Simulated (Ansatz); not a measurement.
# Dielectric function and optical constants of HfO2

What colour and refractive index does HfO2 have at this level of theory?

Program: Ansatz 0.2.0. Level of theory: DFT, PBE, plane-wave PAW, default files, scalar-relativistic, independent-particle optical response without local fields. Results are calculated unless marked as measured.

### 1. The structure

Symmetry: Fm-3m, No. 225, cubic system. The conventional cell has a = 5.115 Å, b = 5.115 Å, c = 5.115 Å, α = 90.00°, β = 90.00°, γ = 90.00°. Nearest to Hf lie 8 O at 2.21 Å. Nearest to O lie 4 Hf at 2.21 Å. Farther neighbours and most contacts between anions are not listed.

Coordinates:

```cif
data_structure
_symmetry_space_group_name_H-M 'P 1'
_symmetry_Int_Tables_number 1
_cell_length_a 3.6169
_cell_length_b 3.6169
_cell_length_c 3.6169
_cell_angle_alpha 60.000
_cell_angle_beta 60.000
_cell_angle_gamma 60.000
_cell_volume 33.46
loop_
_atom_site_label
_atom_site_type_symbol
_atom_site_fract_x
_atom_site_fract_y
_atom_site_fract_z
_atom_site_occupancy
Hf1 Hf 0.00000 0.00000 0.00000 1
O2 O 0.75000 0.75000 0.75000 1
O3 O 0.25000 0.25000 0.25000 1
```

### 2. Ground state and bands

The self-consistent density comes first; it also tells whether there is a gap, which decides the occupations and the need for a Drude term.

This step: DFT, PBE, plane-wave PAW, default files, scalar-relativistic, ground state (Ansatz 0.2.0).

Input file input.yaml:

```yaml
crystal:
  lattice:
    - [0.0, 2.5575, 2.5575]
    - [2.5575, 0.0, 2.5575]
    - [2.5575, 2.5575, 0.0]
  atoms:
    - { symbol: Hf, position: [0.0, 0.0, 0.0] }
    - { symbol: O, position: [0.75, 0.75, 0.75] }
    - { symbol: O, position: [0.25, 0.25, 0.25] }
kpoints:
  mp_grid: { grid: [8, 8, 8] }
  band_path:
    path:
      - [[0.0, 0.0, 0.0], [0.5, 0.0, 0.5], [0.5, 0.25, 0.75], [0.375, 0.375, 0.75], [0.0, 0.0, 0.0], [0.5, 0.5, 0.5], [0.625, 0.25, 0.625], [0.5, 0.25, 0.75], [0.5, 0.5, 0.5], [0.375, 0.375, 0.75]]
      - [[0.625, 0.25, 0.625], [0.5, 0.0, 0.5]]
    npoints: 6
scf:
  occupations: { method: fermi_dirac, width: 0.05 }
  n_extra_bands: 7
hamiltonian:
  xc: pbe
  pseudopotentials: { kind: paw }
output:
  forces: true
  stress: true
  populations: true
  write_bands: true
  write_density: true
  write_potential: true
  elf: true
  volumetric_format: npy
```

Started as:

```sh
$ ansatz run input.yaml --threads 4 --pin off --max-ram 8192MiB --backend cpu --events-out ev --progress --plain --runs-dir out
```

Numbers of over 12 decimals in the logs are rounded to 6 here.

The program printed:

```text
scf.n_extra_bands = 7 over 19 filled bands (N_el = 38.0): the run solves 26 bands
Engine: ansatz 0.2.0, aarch64-unknown-linux-gnu
Pseudopotentials: kind: paw
Pseudopotential: Hf, paw, valence charge 26, recommended cutoff 420 eV (normal), Hf.paw.azcp
Pseudopotential: O, paw, valence charge 6, recommended cutoff 420 eV (normal), O.paw.azcp
Functional definition: PBE
  parameter kappa = 0.804
  parameter beta = 0.066725
  exchange = pbe_x(kappa = kappa, mu = beta*pi^2/3)
  correlation = pbe_c(beta = beta)
Crystal: 3 atoms, lattice volume = 33.456 Å³
Basis set: ecut = 420 eV, 645 PW (Γ), exchange–correlation on 50×50×50 points (8 copies of the dense FFT grid, shifted against one another)
Bands: 26, of which v1, the nominal top of the filled ones, is band 19 counted from 1 (18 counted from 0)
Symmetry: 48 space group operations
Space group: Fm-3m (ITA 225), of the structure as read, at distance tolerance 3.2e-5 Å
k-points: 29 of 512
Non-local potential: Hf, projectors of the file, l = 0: 3, l = 1: 2, l = 2: 2, l = 3: 3
Non-local potential: O, projectors of the file, l = 0: 2, l = 1: 2, l = 2: 1
PAW form: soft (Blöchl's): semilocal exchange-correlation on the pseudo side does not see the compensation charge
PAW one-centre angular grid: Hf, 590 points (default); XC on 64 Gauss nodes
PAW one-centre angular grid: O, 110 points (default); XC on 64 Gauss nodes
Initial density: superposition of atomic densities (neutral atoms: chi_scale 0, normalization atom), corrected by the library's trained network
Initial wavefunctions: pseudopotential atomic-orbital guess
Functional: x = pbe(κ = 0.804, μ = 0.219515), c = pbe(β = 0.066725)
SCF iter   1: F=—  HF=-16861.406373 eV  |F-HF|=—  |Δ(HF+E_count)|=         —  Δρ=2.39e-3  dr2=1.38e-3  ethr=1.77e-3  ⟨swp⟩=4.9  Hψ=2756  notcnv=0  defer=9
preconditioner: auto → none  [insulator: Δε(μ)=3.739 eV  Ē_g=20.157 eV  σ=0.050 eV  W_gap=1.00  n_scr=14 (ndim 8)  ℏωp=38.5 eV  f_vac=0.066  D(μ)=0.00/eV (n_scr^D=0)  ε∞_Penn≈4.7]
SCF iter   2: F=—  HF=-16861.407247 eV  |F-HF|=—  |Δ(HF+E_count)|=   8.74e-4  Δρ=1.80e-3  dr2=7.79e-4  ethr=3.64e-6  ⟨swp⟩=2.0  Hψ=1442  notcnv=0  defer=29
SCF iter   3: F=—  HF=-16861.407146 eV  |F-HF|=—  |Δ(HF+E_count)|=   1.01e-4  Δρ=6.70e-4  dr2=5.59e-5  ethr=2.05e-6  ⟨swp⟩=2.3  Hψ=1010  notcnv=0  defer=29
SCF iter   4: F=—  HF=-16861.407421 eV  |F-HF|=—  |Δ(HF+E_count)|=   2.75e-4  Δρ=1.07e-4  dr2=3.24e-6  ethr=1.47e-7  ⟨swp⟩=2.0  Hψ=1231  notcnv=0  defer=29
SCF iter   5: F=—  HF=-16861.407421 eV  |F-HF|=—  |Δ(HF+E_count)|=   2.98e-7  Δρ=4.78e-5  dr2=4.90e-7  ethr=8.52e-9  ⟨swp⟩=2.4  Hψ=1008  notcnv=0  defer=29
SCF iter   6: F=-16861.407420 eV  HF=-16861.407420 eV  |F-HF|=5.82e-8  |Δ(HF+E_count)|=   3.86e-8  Δρ=8.98e-6  dr2=1.53e-8  ethr=2.63e-10  ⟨swp⟩=12.2  Hψ=5304  notcnv=0
SCF 1 converged in 6 iterations: F = -16861.407420 eV  dr2 = 1.53e-8
  greatest PAW one-centre occupation: 0.999 electrons in one spin orbital (limit 2), on the Hf atom at site 0 (counted from 0), in its partial waves of l = 3
NSCF: frozen V_eff on 62 k-points
SCF converged after 6 iterations
Free energy (F): -16861.407420 eV
Harris-Foulkes:  -16861.407420 eV  (|F-HF|=5.82e-8)
Internal energy: -16861.407420 eV  (E = F + TS)
E sigma→0 (E₀):  -16861.407420 eV
Fermi energy:    17.393790 eV
--- Per-component energies (eV) ---
  E_band       = 31.843113
  E_kinetic    = 769.827525
  E_local      = -5811.763970  (includes V_loc(G=0)·N_el)
  E_nonlocal   = -1147.596975
  E_hartree    = 2659.729611
  E_xc         = -447.325734
  E_vxc        = -454.251643  (∫ρ·V_xc dr)
  E_paw        = -7242.175675  (= ΣΔE_a)
  E_vpaw       = 1356.174310  (= ΣTr[D̂ρ^β])
  E_aug_tail   = 0.004955  (compensation charges beyond the density's cutoff)
  E_ewald      = -5642.107159
  E_smearing   = -0.000000  (= −TS)
  E_closure    = 0.000000  (closes the sum)
  Σ components = -16861.407420   (vs F -16861.407420, Δ=0.00e0)
--- Forces (eV/Å), atoms counted from 1 ---
  atom   1  Hf    -0.00000000     0.00000000    -0.00000000
  atom   2  O     -0.00000000     0.00000000     0.00000000
  atom   3  O      0.00000000     0.00000000    -0.00000000
  max |Σ_I F_I| component: 4.05e-18 eV/Å
--- Stress (GPa, compression-positive) ---
       -2.461295       0.000000       0.000000
       -0.000000      -2.461295      -0.000000
       -0.000000       0.000000      -2.461295
  P = ⅓ Tr σ = -2.4613 GPa (-24.613 kbar)
--- Band table (eV; the first three rows and the last of 29) ---
  k-point 0: bands = [... 15 lower, 10.2960, 14.9189, 14.9189, 14.9189, 19.3477, 19.3477, 21.1024, 25.6338, ... 3 higher]
  k-point 1: bands = [... 15 lower, 10.7044, 14.4601, 14.6440, 14.6440, 19.6196, 19.6196, 21.7147, 24.9729, ... 3 higher]
  k-point 2: bands = [... 15 lower, 11.6508, 13.5537, 14.1357, 14.1357, 20.0281, 20.0281, 22.3825, 24.4685, ... 3 higher]
  k-point 28: bands = [... 15 lower, 12.9923, 12.9923, 14.1269, 15.3236, 20.2409, 20.5642, 22.3828, 22.3828, ... 3 higher]
--- Löwdin populations: 3 sites ---
  site symbol       q [e]
     0     Hf     24.5153
     1      O      6.6939
     2      O      6.6939
  spilling = 0.002550 (of n_electrons = 38.000000)
```

Run time: 0.88 s. Hardware: 4 threads of Arm Neoverse V1, shared host; peak memory 0.27 GiB.

Numbers from this step:

- free energy: -16861.4074 eV
- Fermi energy: 17.39 eV
- gap by band count: 3.720 eV
- electrons: 38
- symmetry operations: 48
- pressure: -2.461 GPa
- gap on the k-mesh: 3.720 eV
- volume: 33.46 Å³
- gap on the path: 3.720 eV
- least direct gap on the path: 3.720 eV

There is a gap, 3.72 eV on the path, so no carriers' term is needed. The cell is left with a pressure of -2.5 GPa, as it stands unrelaxed at this level.

Electronic bands along the path, in eV, zero at the Fermi level; v1 is the highest filled band, c1 the lowest empty one:

| point | v4 | v3 | v2 | v1 | c1 | c2 | c3 | c4 |
| --- | --- | --- | --- | --- | --- | --- | --- | --- |
| Γ | -7.10 | -2.48 | -2.48 | -2.48 | 1.95 | 1.95 | 3.71 | 8.24 |
| halfway | -5.85 | -4.86 | -2.57 | -2.57 | 2.52 | 2.65 | 6.12 | 6.70 |
| X | -5.28 | -3.40 | -3.40 | -1.87 | 1.85 | 3.51 | 4.54 | 6.07 |
| halfway | -5.04 | -3.71 | -3.34 | -1.97 | 2.26 | 3.44 | 4.63 | 5.63 |
| W | -4.40 | -4.40 | -3.27 | -2.07 | 2.85 | 3.17 | 4.99 | 4.99 |
| halfway | -4.81 | -4.15 | -3.22 | -2.15 | 2.57 | 3.33 | 4.85 | 5.30 |
| K | -5.16 | -4.08 | -3.20 | -2.20 | 2.37 | 3.43 | 4.83 | 5.45 |
| halfway | -4.99 | -4.69 | -4.08 | -2.49 | 2.42 | 3.05 | 5.18 | 6.34 |
| Γ | -7.10 | -2.48 | -2.48 | -2.48 | 1.95 | 1.95 | 3.71 | 8.24 |
| halfway | -5.74 | -3.84 | -3.26 | -3.26 | 2.63 | 2.63 | 4.99 | 7.08 |
| L | -4.92 | -4.54 | -3.68 | -3.68 | 2.65 | 2.65 | 4.88 | 7.06 |
| halfway | -5.69 | -3.95 | -3.51 | -3.14 | 2.57 | 3.02 | 4.89 | 6.16 |
| U | -5.16 | -4.08 | -3.20 | -2.20 | 2.37 | 3.43 | 4.83 | 5.45 |
| halfway | -4.81 | -4.15 | -3.22 | -2.15 | 2.57 | 3.33 | 4.85 | 5.30 |
| W | -4.40 | -4.40 | -3.27 | -2.07 | 2.85 | 3.17 | 4.99 | 4.99 |
| halfway | -5.32 | -4.06 | -3.19 | -3.15 | 2.64 | 3.03 | 4.90 | 5.99 |
| L | -4.92 | -4.54 | -3.68 | -3.68 | 2.65 | 2.65 | 4.88 | 7.06 |
| halfway | -5.69 | -3.95 | -3.51 | -3.14 | 2.57 | 3.02 | 4.89 | 6.16 |
| K | -5.16 | -4.08 | -3.20 | -2.20 | 2.37 | 3.43 | 4.83 | 5.45 |
| jump to U | -5.16 | -4.08 | -3.20 | -2.20 | 2.37 | 3.43 | 4.83 | 5.45 |
| halfway | -5.26 | -3.59 | -3.35 | -1.94 | 2.06 | 3.48 | 4.59 | 5.82 |
| X | -5.28 | -3.40 | -3.40 | -1.87 | 1.85 | 3.51 | 4.54 | 6.07 |

Electrostatic potential energy in the ac plane of a cell with a along [110], b along [-110] and c along [001] of the cube at fractional y = 0.000, with atoms of Hf and O within 0.2 Å of it. With pseudopotentials it is smooth inside the atoms' cores, unlike the true potential.

Values in eV, 8 rows by 16 columns, each cell a mean:
```
-23 -15   7  14  14  12  -7 -23 -23 -15   7  14  14  12  -7 -23
  2   9   9 -19 -23   0  12   4   2   9   9 -19 -23   0  12   4
 18  19  15 -10 -16   7  19  18  18  19  15 -10 -16   7  19  18
 20  20  19  18  18  19  20  20  20  20  19  18  18  19  20  20
 20  20  19  16  14  19  20  20  20  20  19  16  14  19  20  20
 16  18  12 -18 -23   1  18  16  16  18  12 -18 -23   1  18  16
 -7   4  10 -11 -16   4   8  -4  -7   4  10 -11 -16   4   8  -4
-22 -19   5  16  17  11 -11 -23 -22 -19   5  16  17  11 -11 -23
```

Valence density in the ac plane of a cell with a along [110], b along [-110] and c along [001] of the cube at fractional y = 0.000, with atoms of Hf and O within 0.2 Å of it. It is the smooth field of the valence electrons, not physical close to the nuclei.

Values in e/Å³, 8 rows by 16 columns, each cell a mean:
```
16  5  1  1  1  0  2 12 16  5  1  1  1  0  2 12
 1  0  1  4  5  2  0  1  1  0  1  4  5  2  0  1
 0  0  1  3  4  1  0  0  0  0  1  3  4  1  0  0
 0  0  0  0  0  0  0  0  0  0  0  0  0  0  0  0
 0  0  0  1  1  0  0  0  0  0  0  1  1  0  0  0
 0  0  1  4  5  2  0  0  0  0  1  4  5  2  0  0
 2  1  1  3  4  1  1  2  2  1  1  3  4  1  1  2
22  7  1  0  0  0  3 17 22  7  1  0  0  0  3 17
```

### 3. Spectrum

With the density converged, the vertical transitions are summed over the zone.

This step: DFT, PBE, plane-wave PAW, default files, scalar-relativistic, independent-particle optical response without local fields (Ansatz 0.2.0).

input.yaml, the sections that differ from step 2:

```yaml
kpoints:
  mp_grid: { grid: [8, 8, 8] }
scf:
  occupations: { method: fixed }
output:
  optics:
    e_range: [0, 20]
    de: 0.05
    sigma: 0.1
    nscf_kmesh: { grid: [10, 10, 10] }
    bands: { spectra_wanted_up_to: 20 }
# crystal, hamiltonian: as in step 2
```

The program printed:

```text
[...]
Crystal: 3 atoms, lattice volume = 33.456 Å³
Basis set: ecut = 420 eV, 645 PW (Γ)
Bands: 23, of which v1, the nominal top of the filled ones, is band 19 counted from 1 (18 counted from 0)
Symmetry: 48 space group operations
[...]
k-points: 29 of 512
[...]
SCF iter   1: F=—  HF=-16861.406324 eV  |F-HF|=—  |Δ(HF+E_count)|=         —  Δρ=2.41e-3  dr2=1.41e-3  ethr=1.77e-3  ⟨swp⟩=4.0  Hψ=2166  notcnv=0  defer=58
[...]
SCF iter   9: F=-16861.407318 eV  HF=-16861.407318 eV  |F-HF|=3.64e-12  |Δ(HF+E_count)|=  6.18e-11  Δρ=1.91e-7  dr2=8.81e-12  ethr=1.00e-12  ⟨swp⟩=3.4  Hψ=2750  notcnv=0
SCF 1 converged in 9 iterations: F = -16861.407318 eV  dr2 = 8.81e-12
[...]
NSCF: frozen V_eff on 47 k-points
[...]
output.optics: what the bands over the 39 summed would add to eps1, eps2 and the energy-loss function is held between a lower and an upper bound (7 Lanczos steps). eps1, eps2 and their loss function (loss_summed_bands) are given on every row as the summed bands alone make them. Along an axis, on a row where the two bounds hold the loss function to about 1 % of the greater of itself and 0.5 % of |1/eps|, its cell (loss_completed) is given, with the completed eps1 and eps2 that it is formed of (a cell that is left empty reads nan in the table and null in the record). The two bounds hold it so along every axis on all 401 rows up to 20.000 eV. [rest of the remark cut]
SCF converged after 9 iterations
Free energy (F): -16861.407318 eV
[...]
Internal energy: -16861.407318 eV  (E = F + TS)
E sigma→0 (E₀):  -16861.407318 eV
Fermi energy:    15.524900 eV
[...]
--- Band table (eV; the first three rows and the last of 29) ---
  k-point 0: bands = [... 15 lower, 10.2960, 14.9190, 14.9190, 14.9190, 19.3479, 19.3479, 21.1024, 25.6339]
  k-point 1: bands = [... 15 lower, 10.7044, 14.4602, 14.6441, 14.6441, 19.6197, 19.6197, 21.7148, 24.9729]
  k-point 2: bands = [... 15 lower, 11.6508, 13.5537, 14.1358, 14.1358, 20.0282, 20.0282, 22.3826, 24.4686]
  k-point 28: bands = [... 15 lower, 12.9923, 12.9923, 14.1269, 15.3237, 20.2411, 20.5643, 22.3828, 22.3828]
```

It took 9.6 s on 4 threads; peak memory 0.7 GiB; 35 s of CPU time.

Read-outs, printed or worked out from the files:

```
electronic dielectric constant ε∞, mean over x, y and z (by symmetry where fewer were run) : 5.493
absorption onset, first axis (α over 10⁴ cm⁻¹, or the direct gap if that lies higher)      : 4.352 eV
main peak of Im epsilon, first axis                                                        : 9.102 eV
centre of weight of the strongest loss peak in the window                                  : 14.65 eV
least direct gap on the mesh                                                               : 3.720 eV
bands summed                                                                               : 39
spectra valid up to                                                                        : 32.87 eV
program's estimate of the k-sum error in Im epsilon                                        : 0.15 %
electrons in the f-sum                                                                     : 19.02
```

Table of Im ε, any direction by photon energy; read off at these points:

photon energy (eV), Im ε, any direction and a bar:
```
     3.50        0.0 
     4.00        0.0 
     4.50        1.1 ###
     5.00        4.0 ##########
     5.15        4.8 ############
     5.50        3.3 #########
     6.00        3.5 #########
     6.50        5.7 ###############
     7.00        5.9 ###############
     7.50        8.5 ######################
     7.85       10.1 ##########################
     8.00        9.2 ########################
     8.50       10.2 ##########################
     8.60       10.5 ###########################
     9.00       10.2 ##########################
     9.10       11.6 ##############################
     9.50        6.7 #################
    10.00        4.5 ###########
    10.50        3.8 ##########
    11.00        3.5 #########
    11.40        4.6 ############
    11.50        4.4 ###########
    12.00        2.5 ######
    12.50        1.5 ####
    13.00        1.1 ###
    13.50        1.3 ###
    14.00        1.3 ###
    14.50        1.5 ####
    15.00        0.9 ##
    15.50        1.5 ####
    16.00        1.0 ##
    16.50        0.8 ##
    17.00        0.9 ##
    17.50        1.5 ####
    18.00        1.2 ###
    18.50        0.7 ##
    19.00        0.8 ##
    19.50        1.5 ####
    20.00        1.8 #####
```

Re ε, any direction against photon energy:

| photon energy (eV) | Re ε, any direction |
| --- | --- |
| 0.0 | 5.49 |
| 0.5 | 5.51 |
| 1.0 | 5.56 |
| 1.5 | 5.66 |
| 2.0 | 5.80 |
| 2.5 | 6.01 |
| 3.0 | 6.30 |
| 3.5 | 6.75 |
| 4.0 | 7.53 |
| 4.5 | 9.72 |
| 5.0 | 8.90 |
| 5.5 | 7.05 |
| 6.0 | 7.85 |
| 6.5 | 8.07 |
| 7.0 | 7.35 |
| 7.5 | 6.92 |
| 8.0 | 4.15 |
| 8.5 | 3.26 |
| 9.0 | 1.43 |
| 9.5 | -3.03 |
| 10.0 | -2.05 |
| 10.5 | -1.02 |
| 11.0 | -0.928 |
| 11.5 | -1.53 |
| 12.0 | -1.98 |
| 12.5 | -1.18 |
| 13.0 | -0.759 |
| 13.5 | 0.159 |
| 14.0 | 0.0582 |
| 14.5 | -0.0411 |
| 15.0 | 0.270 |
| 15.5 | 0.376 |
| 16.0 | 0.676 |
| 16.5 | 0.778 |
| 17.0 | 1.18 |
| 17.5 | 1.56 |
| 18.0 | 0.191 |
| 18.5 | 0.906 |
| 19.0 | 1.80 |
| 19.5 | 1.62 |
| 20.0 | 1.40 |

Refractive index n and extinction k against photon energy:

| photon energy (eV) | n | k |
| --- | --- | --- |
| 0 | 2.34 | 0 |
| 1 | 2.36 | 0 |
| 2 | 2.41 | 0 |
| 3 | 2.51 | 0 |
| 4 | 2.74 | 6.3e-4 |
| 5 | 3.05 | 0.651 |
| 6 | 2.87 | 0.612 |
| 7 | 2.90 | 1.02 |
| 8 | 2.67 | 1.72 |
| 9 | 2.43 | 2.11 |
| 10 | 1.19 | 1.86 |
| 11 | 1.16 | 1.51 |
| 12 | 0.775 | 1.61 |
| 13 | 0.526 | 1.02 |
| 14 | 0.826 | 0.790 |
| 15 | 0.765 | 0.561 |
| 16 | 0.964 | 0.502 |
| 17 | 1.16 | 0.397 |
| 18 | 0.831 | 0.707 |
| 19 | 1.37 | 0.279 |
| 20 | 1.35 | 0.649 |

Values under 1 per cm are given as 1. Absorption coefficient, any direction against photon energy:

photon energy (eV), log10 absorption coefficient, any direction (1/cm) and a bar:
```
    0.000        0.0 
    0.500        0.0 
    1.000        0.0 
    1.500        0.0 
    2.000        0.0 
    2.500        0.0 
    3.000        0.0 
    3.500        0.0 
    4.000        2.4 ###########
    4.500        4.9 #######################
    5.000        5.5 ##########################
    5.500        5.5 ##########################
    6.000        5.6 ##########################
    6.500        5.8 ###########################
    7.000        5.9 ############################
    7.500        6.0 #############################
    8.000        6.1 #############################
    8.500        6.2 #############################
    9.000        6.3 ##############################
    9.500        6.3 ##############################
   10.000        6.3 ##############################
   10.500        6.2 #############################
   11.000        6.2 #############################
   11.500        6.3 ##############################
   12.000        6.3 ##############################
   12.500        6.2 #############################
   13.000        6.1 #############################
   13.500        6.0 ############################
   14.000        6.0 #############################
   14.500        6.1 #############################
   15.000        5.9 ############################
   15.500        6.1 #############################
   16.000        5.9 ############################
   16.500        5.8 ############################
   17.000        5.8 ############################
   17.500        6.0 ############################
   18.000        6.1 #############################
   18.500        5.8 ###########################
   19.000        5.7 ###########################
   19.500        6.0 #############################
   20.000        6.1 #############################
```

The reflectivity at normal incidence, any direction has structure finer than the step of the table below, so its rows give means over 0.5 eV, whole bins alone (the curve runs from 0 to 20 eV). Peaks (eV: height): 9.20: 49.5, 12.05: 46.3, 14.55: 19.0, 15.55: 14.1, 17.85: 18.3.

Reflectivity at normal incidence, any direction against photon energy; means over each step:

| photon energy (eV) | reflectivity at normal incidence, any direction (%) |
| --- | --- |
| 0.5 | 16.2 |
| 1.0 | 16.4 |
| 1.5 | 16.7 |
| 2.0 | 17.1 |
| 2.5 | 17.7 |
| 3.0 | 18.5 |
| 3.5 | 19.8 |
| 4.0 | 21.8 |
| 4.5 | 26.1 |
| 5.0 | 27.3 |
| 5.5 | 24.0 |
| 6.0 | 25.5 |
| 6.5 | 28.5 |
| 7.0 | 29.1 |
| 7.5 | 33.3 |
| 8.0 | 35.5 |
| 8.5 | 37.6 |
| 9.0 | 42.7 |
| 9.5 | 47.4 |
| 10.0 | 41.9 |
| 10.5 | 34.8 |
| 11.0 | 31.8 |
| 11.5 | 37.0 |
| 12.0 | 45.0 |
| 12.5 | 40.5 |
| 13.0 | 31.6 |
| 13.5 | 14.1 |
| 14.0 | 15.5 |
| 14.5 | 17.7 |
| 15.0 | 10.9 |
| 15.5 | 10.2 |
| 16.0 | 6.55 |
| 16.5 | 4.73 |
| 17.0 | 3.89 |
| 17.5 | 8.14 |
| 18.0 | 12.9 |
| 18.5 | 3.12 |
| 19.0 | 4.22 |
| 19.5 | 7.60 |

From ε follow the optical constants at some laser and lamp lines:

| wavelength (nm) | n | k | R (%) | 1/α |
| --- | --- | --- | --- | --- |
| 1550 | 2.35 | 0.000 | 16.3 | over 1 mm |
| 633 | 2.41 | 0.000 | 17.0 | over 1 mm |
| 532 | 2.43 | 0.000 | 17.4 | over 1 mm |
| 365 | 2.58 | 0.000 | 19.4 | over 1 mm |
| 308 | 2.76 | 0.001 | 21.8 | 31 µm |
| 248 | 3.05 | 0.650 | 27.5 | 30 nm |
| 193 | 3.03 | 0.887 | 28.8 | 17 nm |

Rows near the edge hang on the gap, which this functional as a rule makes too small, and phonon-assisted absorption is left out.

Through 1 µm of it, D65 light comes out colourless, dimmed by reflection (x = 0.314, y = 0.331; 70 % transmitted).

The f-sum over the summed bands holds 19.0 of the cell's 38 electrons outside the frozen cores, 26 of which lie in bands more than 12 eV below the Fermi level, whose transitions come at higher energies. Up to 20 eV the strength has a mean oscillator energy of 9.2 eV, and these transitions give 86 % of ε∞ − 1 along x; the rest comes from higher ones.

(Part 1 of 2 ends here.)

[Logs are printed without paths, hosts, clocks, repeated set-up lines and the standing remarks that a program may print on its own settings, such as how far it seeks lower states.]

[Hosts, paths, dates, database ids (printed as entryN), source tags and the programs' standing remarks are cut or masked in the printed files.]
